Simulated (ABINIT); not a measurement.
# Ni (Im-3m) in ABINIT: reference runs

How does Ni come out in PBE? The cell is run as given.

Everything below comes from runs of ABINIT 10.8.3 (patched build). Logs are shortened: lines on timing, memory, paths and dates and some standing lists are left out, and cuts for length are marked. The log counts tension as positive stress, the text compression.

## 1. The crystal as given

Symmetry: Im-3m, No. 229, cubic system. Conventional cell: a = 2.767 Å, b = 2.767 Å, c = 2.767 Å, α = 90.00°, β = 90.00°, γ = 90.00°. Ni (site symmetry m-3m) has 8 Ni at 2.40 Å as nearest neighbours.

This isn't the form of Ni at room conditions, which is fcc.

## 2. Single point, PBE, collinear spin, ferromagnetic start

The input, run.abi:

```
# Pseudopotentials
pp_dirpath "./"
pseudos "Ni.GGA_PBE-JTH.xml"

# Structure
acell 3*1.0 Angstrom
rprim
    -1.3837154700     1.3837154700     1.3837154700
     1.3837154700    -1.3837154700     1.3837154700
     1.3837154700     1.3837154700    -1.3837154700
ntypat 1
znucl 28
natom 1
typat 1
xred
     0.0000000000     0.0000000000     0.0000000000

# Plane-wave basis
ecut 41.0
pawecutdg 63.0

# k points
kptopt 1
ngkpt 13 13 13
nshiftk 1
shiftk 0.0 0.0 0.0

# Exchange and correlation
ixc 11

# Bands and occupations
nband 14
occopt 3
tsmear 0.00183747

# Spin
nsppol 2
spinat
     0.0000000000     0.0000000000     1.0000000000

# SCF cycle
nstep 100
tolvrs 1.0e-9

# Output
iomode 3
prtwf 0
prtden 0
prteig 0
prtebands 0
```

Potentials or basis: JTH PAW PBE v2.0.

On the command line:

```console
abinit run.abi > log 2>&1
```

run.abo:

```text
.Version 10.8.3 of ABINIT
 Symmetries : space group Im -3 m (#229); Bravais cI (body-center cubic)
================================================================================
 Values of the parameters that define the memory need of the present run
     intxc =       0    ionmov =       0      iscf =      17    lmnmax =      18
     lnmax =       6     mgfft =      30  mpssoang =       3    mqgrid =    3001
     natom =       1  nloc_mem =       2    nspden =       2   nspinor =       1
    nsppol =       2      nsym =      48    n1xccc =       1    ntypat =       1
    occopt =       3   xclevel =       2
       mpw =         925          nfft =       27000          nkpt =          84
 PAW method is used; the additional fine FFT grid is defined by:
   mgfftf=        36    nfftf =     46656
================================================================================
================================================================================

--------------------------------------------------------------------------------
------------- Echo of variables that govern the present computation ------------
--------------------------------------------------------------------------------
 -outvars: echo values of preprocessed input variables --------
            acell      1.8897261259E+00  1.8897261259E+00  1.8897261259E+00 Bohr
              amu      5.86900000E+01
             ecut      4.10000000E+01 Hartree
                       outvar_i_n : Printing only first  50 k-points.
              ixc          11
                       outvar_i_n : Printing only first  50 k-points.
         kptrlatt       13    0    0      0   13    0      0    0   13
          kptrlen      5.88775383E+01
            natom           1
            nband          14
            ngfft          30      30      30
          ngfftdg          36      36      36
             nkpt          84
           nspden           2
           nsppol           2
            nstep         100
             nsym          48
           ntypat           1
                       prtocc : prtvol=0, do not print more k-points.
                       1.000000  1.000000  1.000000  1.000000  1.000000  1.000000
                       1.000000  1.000000  1.000000  0.000000  0.000000  0.000000
                       0.000000  0.000000
                       1.000000  1.000000  1.000000  1.000000  1.000000  1.000000
                       1.000000  1.000000  1.000000  0.000000  0.000000  0.000000
                       0.000000  0.000000
                       1.000000  1.000000  1.000000  1.000000  1.000000  1.000000
                       1.000000  1.000000  1.000000  0.000000  0.000000  0.000000
                       0.000000  0.000000
                       1.000000  1.000000  1.000000  1.000000  1.000000  1.000000
                       1.000000  1.000000  1.000000  0.000000  0.000000  0.000000
                       0.000000  0.000000
                       1.000000  1.000000  1.000000  1.000000  1.000000  1.000000
                       1.000000  1.000000  1.000000  0.000000  0.000000  0.000000
                       0.000000  0.000000
                       1.000000  1.000000  1.000000  1.000000  1.000000  1.000000
                       1.000000  1.000000  1.000000  0.000000  0.000000  0.000000
[... 118 lines left out ...]
                       1.000000  1.000000  1.000000  1.000000  1.000000  1.000000
                       1.000000  1.000000  1.000000  0.000000  0.000000  0.000000
                       0.000000  0.000000
[... 181 lines left out ...]
 length scales=  1.889726125908  1.889726125908  1.889726125908 bohr
              =  1.000000000000  1.000000000000  1.000000000000 angstroms
 Fermi (or HOMO) energy (hartree) =   0.43421   Average Vxc (hartree)=  -0.49281
 Magnetization (Bohr magneton)=  5.86355983E-01
 Total spin up =  9.29317799E+00   Total spin down =  8.70682201E+00
 Eigenvalues (hartree) for nkpt=  84  k points, SPIN UP:
 kpt#   1, nband= 14, wtk=  0.00046, kpt=  0.0000  0.0000  0.0000 (reduced coord)
  -3.36856   -1.90750   -1.90750   -1.90750    0.09685    0.34667    0.34667    0.34667
   0.40092    0.40092    1.40996    1.40996    1.40996    1.59050
      occupation numbers for kpt#   1
   1.00000    1.00000    1.00000    1.00000    1.00000    1.00000    1.00000    1.00000
   1.00000    1.00000    0.00000    0.00000    0.00000    0.00000
 prteigrs : prtvol=0 or 1, do not print more k-points.

 Eigenvalues (hartree) for nkpt=  84  k points, SPIN DOWN:
 kpt#   1, nband= 14, wtk=  0.00046, kpt=  0.0000  0.0000  0.0000 (reduced coord)
  -3.34067   -1.88014   -1.88014   -1.88014    0.09654    0.37265    0.37265    0.37265
   0.42019    0.42019    1.40635    1.40635    1.40635    1.58875
      occupation numbers for kpt#   1
   1.00000    1.00000    1.00000    1.00000    1.00000    1.00000    1.00000    1.00000
   0.99952    0.99952    0.00000    0.00000    0.00000    0.00000
 prteigrs : prtvol=0 or 1, do not print more k-points.

--- !EnergyTerms
iteration_state     : {dtset: 1, }
comment             : Components of total free energy in Hartree
kinetic             :  2.89613152874665E+01
hartree             :  3.94626979579061E+01
xc                  : -6.67143253726849E+00
Ewald energy        : -1.12732534407288E+02
psp_core            :  5.53535128229892E+00
local_psp           : -1.19612845968234E+02
PAW spherical_terms : -5.80611168981134E+00
internal            : -1.70863560074930E+02
'-kT*entropy'       : -5.25923984115235E-04
total_energy        : -1.70864085998914E+02
total_energy_eV     : -4.64944863968297E+03
...

--- !EnergyTermsDC
iteration_state     : {dtset: 1, }
comment             : '"Double-counting" decomposition of free energy'
band_energy         : -1.45612395528436E+01
Ewald energy        : -1.12732534407288E+02
psp_core            :  5.53535128229892E+00
xc_dc               : -3.74538776282498E+01
PAW spherical_terms : -1.16512592581370E+01
internal            : -1.70863559564220E+02
'-kT*entropy'       : -5.25923984115235E-04
total_energy_dc     : -1.70864085488204E+02
total_energy_dc_eV  : -4.64944862578583E+03
...

--- !EnergyTermsWithPAWCore
iteration_state     : {dtset: 1, }
comment             : 'Components of total free energy, including PAW core contributions'
Total energy        : -1.52079163114106E+03
Total energy DC     : -1.52079163063035E+03
Total energy (eV)   : -4.13828484746348E+04
Total energy DC (eV): -4.13828484607376E+04
...

 Cartesian components of stress tensor (hartree/bohr^3)
  sigma(1 1)= -2.92663722E-04  sigma(3 2)=  0.00000000E+00
  sigma(2 2)= -2.92663722E-04  sigma(3 1)=  0.00000000E+00
  sigma(3 3)= -2.92663722E-04  sigma(2 1)=  0.00000000E+00

-Cartesian components of stress tensor (GPa)         [Pressure=  8.6105E+00 GPa]
- sigma(1 1)= -8.61046398E+00  sigma(3 2)=  0.00000000E+00
- sigma(2 2)= -8.61046398E+00  sigma(3 1)=  0.00000000E+00
- sigma(3 3)= -8.61046398E+00  sigma(2 1)=  0.00000000E+00

== END DATASET(S) ==============================================================
================================================================================

 -outvars: echo values of variables after computation  --------
            acell      1.8897261259E+00  1.8897261259E+00  1.8897261259E+00 Bohr
           etotal     -1.7086408549E+02
            fcart     -0.0000000000E+00 -0.0000000000E+00 -0.0000000000E+00
            rprim     -1.3837154700E+00  1.3837154700E+00  1.3837154700E+00
                       1.3837154700E+00 -1.3837154700E+00  1.3837154700E+00
                       1.3837154700E+00  1.3837154700E+00 -1.3837154700E+00
           strten     -2.9266372199E-04 -2.9266372199E-04 -2.9266372199E-04
                       0.0000000000E+00  0.0000000000E+00  0.0000000000E+00
 Calculation completed.
```

Run time: 71 s. Hardware: 1 thread of Intel Xeon Platinum 8488C (Sapphire Rapids), shared host; peak memory 0.16 GiB.

What came out:

| Quantity | Value |
| --- | --- |
| Free energy | -4649.4486 eV |
| Pressure | 8.6 GPa |
| Band gap on the k mesh | none (metal or under the smearing width) |
| Net moment | 0.59 μB per cell |
| Site moments | Ni +0.61 μB |
| Valence electrons inside the program's atomic spheres | Ni 15.86 (radii [0.9601] Å) |
